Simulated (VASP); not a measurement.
Write the native input for VASP 6.6.1 that does the following.

* Task: single point
* Functional: PBEsol
* Potentials or basis: VASP PAW PBE potentials, release 64 (Cu, I)
* Cutoff: 520 eV
* k mesh: 8 × 8 × 8
* Occupations: gaussian, width 0.02 eV
* Spin: no spin polarisation
* Dipole correction: no
* Further INCAR settings: ALGO = Normal; EDIFF = 1e-06; NBANDS = 16

The structure of CuI (Marshite) lies in POSCAR:

```
CuI
1.0
    0.0000000000      2.9691329711      2.9691329711
    2.9691329711      0.0000000000      2.9691329711
    2.9691329711      2.9691329711      0.0000000000
Cu I
1 1
Direct
    0.2500000000      0.2500000000      0.2500000000
    0.0000000000      0.0000000000      0.0000000000
```

The cell isn't the ideal one: relaxed again under DFT PBEsol, scalar-relativistic, plane waves, PAW.

The input as run:

INCAR

```
ALGO = Normal ; EDIFF = 1E-6
ENCUT = 520 ; GGA = PS
ISIF = 2 ; ISMEAR = 0
LASPH = True ; LCHARG = False
LREAL = False ; LWAVE = False
NBANDS = 16 ; NELM = 80
PREC = Accurate ; SIGMA = 0.02
```

KPOINTS

```
k-points
0
Gamma
  8 8 8
```

Potentials or basis: VASP PAW PBE potentials, release 64 (Cu, I).

Run with:

```bash
$ cat potpaw_PBE.64/Cu/POTCAR potpaw_PBE.64/I/POTCAR > POTCAR
$ mpirun -np 1 vasp_std > vasp.out
```

Results of the run:

```yaml
Pressure: 0.5 GPa
Band_gap_on_the_k_mesh: 1.20 eV, direct
```

Caveat: the PAW data sets were made with another functional, which shifts forces and pressure a little; spin-orbit coupling is left out, which moves the levels of the heavy elements.

Wall time 14 s on 1 thread of Intel(R) Xeon(R) Platinum 8488C (Sapphire Rapids) (shared host), peak memory 0.18 GiB.
